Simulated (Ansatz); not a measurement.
## Ir: the change of pressure and energy less free atoms with volume scale

All results are calculated (Ansatz 0.2.0). Periodic Kohn-Sham DFT of a crystal at fixed atoms, scaled to volume_scale times the given cell; pressure positive in compression, energy less spherical unpolarised free atoms, largest_vzz the field gradient of largest size among the nuclei.

The cell before it is scaled or strained (space group P6_3/mmc, No. 194):
```
Ir
1.0
      2.7486     0.0000     0.0000
     -1.3743     2.3803     0.0000
      0.0000     0.0000     4.4517
Ir
2
Direct
  0.33333 0.66667 0.25000
  0.66667 0.33333 0.75000
```

Settings of every row: method all-electron LAPW; functional PBE; relativity scalar; k mesh 15x15x8; filling fermi-dirac; smearing width 0.03 eV; basis error target 1 meV/atom; nucleus gaussian.

Atom start moment: 0 on all atoms.

Limits: no spin-orbit coupling on heavy atoms; the cell comes from a prototype or a list of computed structures and needn't be the stable phase.

```
row  volume scale  V (Å³/atom)  pressure (GPa)  energy less free atoms (eV/atom)
  1        0.9405       13.696          24.578                           -9.1023
  2          0.97       14.126          11.248                           -9.1498
  3             1       14.562               ?                                 ?
  4          1.03       14.999          -9.438                           -9.1512
  5          1.06       15.436         -17.258                           -9.1145
```

Question: what pressure and energy less free atoms should row 3 give?

Worked fit of pressure. Take u = (V_r/V)^(2/3) − 1 with V_r = 14.562 Å³ an atom, which is twice the finite (Eulerian) strain; such expansions in the strain, on which the Birch-Murnaghan equation of state is built, carry the rest volume and the bulk modulus. The shown rows have u = 0.04172, 0.02047, -0.01952, -0.03811. Least squares give pressure = −0.0344 + 517.379 × u + 1730.13 × u² GPa; a straight line predicts inner rows, each left out in turn, worse (root mean square 1.6 against 0.088 GPa). The rows lie off it by 0.016, -0.033, 0.036, -0.019 (root mean square 0.027 GPa). The pressure vanishes at u = 0.0001, or V = 14.56 Å³ an atom, and there the bulk modulus at fixed shape and fractions is B = −V dP/dV = (2/3)(1 + u) dP/du = 345 GPa. Letting shape and atoms relax would as a rule lower it, by much in layered, chain or molecular crystals. The withheld row has u = 0, so the fit gives −0.0344 + 517.379 × (0) + 1730.13 × (0)² = -0.034 GPa.

The calculation gave -0.047 GPa. The fit lies 0.013 GPa (28 % of the value, 0.031 % of the column's range) above it; its largest miss of a shown row is 0.036 GPa.

Worked fit of energy less free atoms. Take u = (V_r/V)^(2/3) − 1 with V_r = 14.562 Å³ an atom, which is twice the finite (Eulerian) strain; such expansions in the strain, on which the Birch-Murnaghan equation of state is built, carry the rest volume and the bulk modulus. The shown rows have u = 0.04172, 0.02047, -0.01952, -0.03811. Least squares give energy less free atoms = −9.16461 + 0.0209 × u + 35.193 × u² eV/atom; a straight line predicts inner rows, each left out in turn, worse (root mean square 0.032 against 0.00097 eV/atom). The rows lie off it by 0.0002, -0.0004, 0.0004, -0.0002. Its lowest point lies at u = -0.0003, or V = 14.57 Å³ an atom, and the curvature there gives the bulk modulus at fixed shape and fractions, B = (4/9)(1 + u)² E″(u)/V = 344 GPa. Letting shape and atoms relax would as a rule lower it, by much in layered, chain or molecular crystals. The withheld row has u = 0, so the fit gives −9.16461 + 0.0209 × (0) + 35.193 × (0)² = -9.1646 eV/atom.

The calculation gave -9.1646 eV/atom. The fit meets it to the printed digit.
